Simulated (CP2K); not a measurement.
**BeS under changes of volume**

One of the cells (14.261 Å³/atom); the others are scaled copies at fixed shape and fractional positions:

```
CELL_PARAMETERS angstrom
3.42947 0.00000 0.00000
1.71473 2.97001 0.00000
1.71473 0.99000 2.80015
ATOMIC_POSITIONS crystal
S 0.75000 0.75000 0.75000
Be 0.00000 0.00000 0.00000
```

```yaml
Program: CP2K 2026.2
Functional: PBEsol
Potentials_or_basis: POTENTIAL_UZH S GTH-PBE-q6, Be GTH-PBE-q4; TZVP-MOLOPT-PBE-GTH basis
Density_cutoff: 11565 eV
k_mesh: 9 × 9 × 9
Occupations: fermi-dirac, width 0.05 eV
Spin: no spin polarisation
```

```tsv
volume (Å³/atom)	energy over the lowest point (meV/atom)	pressure (GPa)	gap on the mesh (eV)
13.405	23.01	7.9	3.97
13.690	?	?	?
13.975	3.76	3.1	4.09
14.261	0.13	1.0	4.14
14.546	0.00	-0.8	4.19
14.831	3.06	-2.6	4.24
15.116	9.03	-4.1	4.28
```

What does the run at 13.690 Å³/atom give?

Energy over the lowest point 11.26 meV/atom; pressure 5.4 GPa; gap on the mesh 4.03 eV.

Worked out: A Birch-Murnaghan fit of order 3 (a polynomial in V^(-2/3)) to the other rows has its minimum at 14.41 Å³/atom with B0 = V·E''(V) = 95 GPa and B' = 3.8. It gives 11.26 meV/atom at 13.690 Å³/atom, against the run's 11.26, and -dE/dV = 5.4 GPa, against 5.4. A straight line through the other rows of the gap, of slope 2.59 eV per unit of ln V, gives 4.03 eV, against the run's 4.03.

Energies are extrapolated to zero smearing.

Caveats: the potentials were made for another functional, which shifts forces and pressure; an odd mesh through Γ misses points on the zone boundary, where band edges often lie; the basis of atomic orbitals isn't converged, which shifts pressures, moduli and gaps.
